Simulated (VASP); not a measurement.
Input of a VASP 6.6.1 run:

Contents of INCAR:

```
ALGO = Normal
EDIFF = 1E-6
EDIFFG = -0.005
ENCUT = 600
GGA = 91
IBRION = 2
ISIF = 3
ISMEAR = -1
LASPH = T
LCHARG = F
LREAL = F
LWAVE = F
NELM = 80
NSW = 60
PREC = Accurate
SIGMA = 0.05
```

KPOINTS

```
k-points
0
Gamma
  9 9 9
```

Contents of POSCAR:

```
Te
1.0
    2.3059043427      1.3313144930      1.6909537039
   -2.3059043427      1.3313144930      1.6909537039
    0.0000000000     -2.6626289860      1.6909537039
Te
1
Direct
    0.5000000000      0.5000000000      0.5000000000
```

Potentials or basis: VASP PAW PBE potentials, release 64 (Te).

The run is started by

```sh
$ cat potpaw_PBE.64/Te/POTCAR > POTCAR
$ mpirun -np 1 vasp_std > vasp.out
```

Task: What does it give for the relaxed cell?

Result: a = 3.207 Å, b = 3.207 Å, c = 3.207 Å, α = 91.51°, β = 91.51°, γ = 91.51°.

Task: Estimate the space group after relaxing (to 0.05 Å).

Result: R-3m (No. 166).

Final structure:
```
CELL_PARAMETERS angstrom
2.29771 1.32658 1.80221
-2.29771 1.32658 1.80221
0.00000 -2.65317 1.80221
ATOMIC_POSITIONS crystal
Te 0.50000 0.50000 0.50000
```

 Spin-orbit coupling is left out, which matters for the levels of Te.
